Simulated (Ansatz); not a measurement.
The system is Cs.

```
Cs
1.0
    -3.12847    3.12847    3.12847
     3.12847   -3.12847    3.12847
     3.12847    3.12847   -3.12847
Cs
1
Direct
  0.00000 0.00000 0.00000
```

- Program: Ansatz 0.2.0
- Task: phonons
- Functional: PBEsol
- Potentials or basis: Ansatz PAW
- Cutoff: 420 eV (not typed: the program's choice for these potentials)
- k mesh: 6 × 6 × 6
- Occupations: fermi-dirac, width 0.05 eV
- Spin: no spin polarisation
- q mesh: 2 × 2 × 2
- Path: [["G", "H", "N", "G", "P", "H"], ["P", "N"]]
- Points for each segment of the path: 8

Problem. Is this structure dynamically stable at this level, and how far does the spectrum reach?

Solution. Yes, as far as this q mesh shows: no mode on the path is imaginary. The highest frequency is 30 cm⁻¹.

A q mesh this small can miss soft modes between its points.

Caveat: the q mesh is small, so phonon branches between its points and thermal values are rough.
